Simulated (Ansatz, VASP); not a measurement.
**One calculation of BeS, two programs**

The input INCAR:

```
ALGO     = Normal         # electronic algorithm
EDIFF    = 1E-6           # SCF threshold, eV
ENCUT    = 520            # plane-wave cutoff, eV
GGA      = PE             # functional
ISIF     = 2              # what is computed and relaxed
ISMEAR   = 0              # smearing method
LASPH    = T              # aspherical terms in the spheres
LCHARG   = F              # write CHGCAR
LREAL    = F              # projectors in reciprocal space
LWAVE    = F              # write WAVECAR
NBANDS   = 11             # bands
NELM     = 60             # most SCF steps
PREC     = Accurate       # precision mode
SIGMA    = 0.02           # smearing width, eV
```

Contents of KPOINTS:

```
k-points
0
Gamma
  8 8 8
```

POSCAR

```
BeS
1.0
    0.0000000000      2.5167057953      2.5167057953
    2.5167057953      0.0000000000      2.5167057953
    2.5167057953      2.5167057953      0.0000000000
Be S
1 1
Direct
    0.2500000000      0.2500000000      0.2500000000
    0.5000000000      0.5000000000      0.5000000000
```

Input for Ansatz:

```yaml
crystal:
  lattice:
    - [0.0, 2.5167057953, 2.5167057953]
    - [2.5167057953, 0.0, 2.5167057953]
    - [2.5167057953, 2.5167057953, 0.0]
  atoms:
    - { symbol: Be, position: [0.25, 0.25, 0.25] }
    - { symbol: S, position: [0.5, 0.5, 0.5] }
basis:
  ecutwfc: 420
kpoints:
  mp_grid: { grid: [8, 8, 8] }
hamiltonian:
  xc: pbe
scf:
  occupations: { method: gaussian, width: 0.02 }
output:
  forces: true
  stress: true
  eigenvalues: true
```

Alike in both runs: task single point; functional PBE; k mesh 8 × 8 × 8; occupations gaussian, width 0.02 eV; no spin polarisation.

|  | VASP | Ansatz |
| --- | --- | --- |
| version | VASP 6.6.1 | Ansatz 0.2.0 |
| potentials or method | VASP PAW PBE potentials, release 64 (Be, S) | scalar-relativistic, plane waves, PAW |
| plane-wave cutoff (eV) | 520 | 420 |
| valence electrons in the cell | 8 | 8 |

```tsv
	VASP	Ansatz	Ansatz less VASP
gap on the k mesh at the Fermi level (eV)	3.33	3.33	-0.001
least direct gap on the mesh (eV)	4.98	4.98	+0.002
pressure (GPa)	-7.4	-7.4	-0.01
```

The functional is the same, so the differences come from potentials, cutoffs and numerics.

A k mesh can miss the band edges. PBE gaps usually lie below the measured ones, often by a third to a half.
